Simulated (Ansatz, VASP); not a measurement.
## Pd in VASP and in Ansatz

```
Pd
1.0
     0.00000    1.95865    1.95865
     1.95865    0.00000    1.95865
     1.95865    1.95865    0.00000
Pd
1
Direct
  0.00000 0.00000 0.00000
```

Alike in both runs: task relaxation of cell and atoms; functional PBE; k mesh 18 × 18 × 18; occupations gaussian, width 0.1 eV; no spin polarisation.

|  | VASP | Ansatz |
| --- | --- | --- |
| version | VASP 6.6.1 | Ansatz 0.2.0 |
| potentials or method | VASP PAW PBE potentials, release 64 (Pd) | scalar-relativistic, plane waves, PAW |
| plane-wave cutoff (eV) | 600 | 420 |
| valence electrons in the cell | 10 | 18 |

```tsv
	VASP	Ansatz	Ansatz less VASP
gap on the k mesh at the Fermi level, each at its own relaxed structure (eV)	none	none	-
relaxed volume (Å³/atom)	15.29	15.32	+0.032
relaxed cell length with the largest relative difference (Å)	2.786	2.788	+0.0019
energy change over the relaxation (meV/atom)	-2	-3	-0.6
```

A gap of «none» marks a metal or a gap that the smearing closes. The two sets of potentials don't hold the same shells in valence.
